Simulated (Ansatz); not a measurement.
Wanted: the native input for an Ansatz 0.2.0 run.

- Task: single point
- Functional: PBEsol
- Potentials or basis: Ansatz PAW
- Cutoff: 420 eV (not typed: the program's choice for these potentials)
- k mesh: 12 × 12 × 12
- Occupations: fermi-dirac, width 0.05 eV
- Spin: collinear spin, random start
- Starting moments: [1.71, 0.0] μB

CoO:

```
Co O
1.0
    -1.50800    1.50800    2.10725
     1.50800   -1.50800    2.10725
     1.50800    1.50800   -2.10725
Co O
1 1
Direct
  0.00000 0.00000 0.00000
  0.50000 0.50000 0.00000
```

These files were run (other wordings do the same):

input.yaml

```yaml
crystal:
  lattice:
    - [-1.508, 1.508, 2.1072475377]
    - [1.508, -1.508, 2.1072475377]
    - [1.508, 1.508, -2.1072475377]
  atoms:
    - { symbol: Co, position: [0.0, 0.0, 0.0], spin: 1.71 }
    - { symbol: O, position: [0.5, 0.5, 0.0] }
hamiltonian:
  xc: pbesol
  pseudopotentials: { kind: paw }
magnetization:
  spin_polarized: true
kpoints:
  mp_grid: { grid: [12, 12, 12] }
scf:
  occupations: { method: fermi_dirac, width: 0.05 }
output:
  forces: true
  stress: true
  eigenvalues: true
```

Potentials or basis: Ansatz PAW.

Run with:

```bash
$ ansatz run input.yaml --threads 2 --pin off --max-ram 5632MiB --backend cpu --events-out ev --progress --plain --runs-dir out
```

It gave:

```
Pressure               : -9.1 GPa
Band gap on the k mesh : none (metal or under the smearing width)
Net moment             : 2.94 μB per cell
Absolute moment        : 2.96 μB per cell
Site moments           : Co +2.48; O +0.34 μB
```

Caveat: the pressure holds a Pulay correction of +0.8 GPa for the finite cutoff; a cell with one magnetic atom can't hold antiferromagnetic order, which such compounds often take; semilocal functionals often make such compounds metallic where correlation or magnetic order opens a gap, which also shifts bond lengths; the PAW data sets come from PBE, with cores solved anew for the run's functional, which leaves a small shift of forces and pressure.

It took 6.3 s on 2 threads of Intel(R) Xeon(R) Platinum 8375C CPU @ 2.90GHz (Ice Lake), with other jobs on the host, peak memory 0.44 GiB.
